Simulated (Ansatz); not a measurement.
The system is Mg.

```
CELL_PARAMETERS angstrom
3.17683 0.00000 0.00000
-1.58841 2.75121 0.00000
0.00000 0.00000 10.31886
ATOMIC_POSITIONS crystal
Mg 0.66667 0.33333 0.75000
Mg 0.00000 0.00000 0.50000
Mg 0.33333 0.66667 0.25000
Mg 0.00000 0.00000 0.00000
```

- Program: Ansatz 0.2.0
- Task: relaxation of cell and atoms
- Functional: PBE
- Potentials or basis: Ansatz PAW
- Cutoff: 420 eV (not typed: the program's choice for these potentials)
- k mesh: 10 × 10 × 3
- Occupations: fermi-dirac, width 0.05 eV
- Spin: no spin polarisation

At the start: volume 22.55 Å³/atom.

Problem. Where does the relaxation end?

Solution. It ends after 5 steps and the volume is 23.11 Å³/atom (+2.5 %); space group P6_3/mmc (No. 194, to 0.05 Å).

Step by step:
```tsv
step	energy change (eV)	largest force (eV/Å)	volume (Å³)
1	0.0000	0.0000	90.19
2	-0.0088	0.0000	92.14
3	-0.0092	0.0000	92.48
4	-0.0093	0.0000	92.43
5	-0.0093	0.0000	92.43
```

Final structure:
```xyz
4
Lattice="3.1860 0.0000 0.0000 -1.5930 2.7592 0.0000 0.0000 0.0000 10.5143" Properties=species:S:1:pos:R:3 pbc="T T T"
Mg    1.5930    0.9197    7.8857
Mg    0.0000    0.0000    5.2571
Mg    0.0000    1.8395    2.6286
Mg    0.0000    0.0000    0.0000
```

Caveat: the plane-wave basis is chosen anew once the cell has moved, so the energies of steps on either side of that aren't comparable.
